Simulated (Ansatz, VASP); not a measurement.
Au in VASP and in Ansatz

```
CELL_PARAMETERS angstrom
2.80451 0.00000 0.00000
-1.40225 2.42878 0.00000
0.00000 0.00000 4.69312
ATOMIC_POSITIONS crystal
Au 0.33333 0.66667 0.75000
Au 0.66667 0.33333 0.25000
```

Alike in both runs: functional LDA; k mesh 18 × 18 × 10; occupations fermi-dirac, width 0.15 eV; no spin polarisation.

Ansatz relaxed the structure, and its values are those at the end. VASP's run is a single point on that final structure, the one shown.

|  | VASP | Ansatz |
| --- | --- | --- |
| version | VASP 6.6.1 | Ansatz 0.2.0 |
| potentials or method | VASP PAW LDA potentials, release 64 (Au) | scalar-relativistic, plane waves, PAW |
| plane-wave cutoff (eV) | 520 | 420 |
| valence electrons in the cell | 22 | 38 |

```csv
,VASP,Ansatz,Ansatz less VASP
gap on the k mesh at the Fermi level (eV),none,none,-
pressure (GPa),8.6,8.0,-0.57
```

A gap of «none» marks a metal or a gap that the smearing closes. The two sets of potentials don't hold the same shells in valence.

The runs have no spin-orbit coupling, so splittings on Au are missing.
